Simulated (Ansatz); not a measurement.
# NiO: the cost of one run

Computed with Ansatz 0.2.0 (DFT, PBE, plane-wave PAW, default files, scalar-relativistic, frozen cores, as far as a step names no other, unless a step's input says otherwise).

## Step 1: The starting structure

It takes space group Fm-3m (No. 225, cubic). The conventional cell has a = 4.190 Å, b = 4.190 Å, c = 4.190 Å, α = 90.00°, β = 90.00°, γ = 90.00°. Around Ni (site symmetry m-3m) lie 6 O at 2.10 Å. O (site symmetry m-3m) is surrounded by 6 Ni at 2.10 Å.

As a file:

```cif
data_structure
_symmetry_space_group_name_H-M 'P 1'
_symmetry_Int_Tables_number 1
_cell_length_a 2.9628
_cell_length_b 2.9628
_cell_length_c 2.9628
_cell_angle_alpha 60.000
_cell_angle_beta 60.000
_cell_angle_gamma 60.000
_cell_volume 18.39
loop_
_atom_site_label
_atom_site_type_symbol
_atom_site_fract_x
_atom_site_fract_y
_atom_site_fract_z
_atom_site_occupancy
Ni1 Ni 0.00000 0.00000 0.00000 1
O1 O 0.50000 0.50000 0.50000 1
```

The earlier run gave: no gap over 0.1 eV on the mesh, largest force 0.000 eV/Å, pressure 3.4 GPa, net moment 1.77 μB.

The printed gradients, by site:

```tsv
site	atoms	first shell	V_zz (10²¹ V/m²)	η	C_Q (MHz)	m (μB)	B_c (T)
Ni	1	6 O at 2.10 Å	0.00	–	0 (⁶¹Ni)	1.43	-7.3
O	2	6 Ni at 2.10 Å	0.00	–	0 (¹⁷O)	0.28	21.1
```

C_Q = eQV_zz/h, which is 24.18 MHz for Q = 1 b and V_zz = 10²¹ V/m²; η = (V_xx − V_yy)/V_zz. Quadrupole moments are those of Pyykkö's year-2017 table.

B_c = (2μ₀/3) μB (ρ↑ − ρ↓) at the nucleus, 7.77 T per e/Å³, positive along the run's up direction; orbital and dipolar fields are not in it. One atom of each site is listed; partners with reversed moments have reversed fields.

## Step 2: Z stretched by +1 %, ions relaxed

File input.yaml:

```yaml
crystal:
  lattice:
    - [0.0, 2.09503, 2.1159803]
    - [2.09503, 0.0, 2.1159803]
    - [2.09503, 2.09503, 0.0]
  atoms:
    - { symbol: Ni, position: [0.0, 0.0, 0.0], spin: 2.0 }
    - { symbol: O, position: [0.5, 0.5, 0.5] }
magnetization:
  spin_polarized: true
kpoints:
  mp_grid: { grid: [19, 19, 19] }
scf:
  occupations: { method: fermi_dirac, width: 0.05 }
hamiltonian:
  xc: pbe
  pseudopotentials: { kind: paw, frozen_core: stored }
output:
  forces: true
  stress: true
  populations: true
  efg: { quadrupole_moments_barn: { Ni: 0.162, O: -0.02558 } }
relax:
  f_tol: 0.02
  max_steps: 60
```

On the command line:

```
ansatz run input.yaml --threads 1 --pin off --max-ram 3072MiB --backend cpu --events-out ev --progress --plain --runs-dir out
```

Q: Estimate wall time and peak memory on 1 thread of Intel Xeon at 2.50GHz (Skylake/Cascade Lake), shared host.

About 94 s, with a peak of 0.67 GiB.
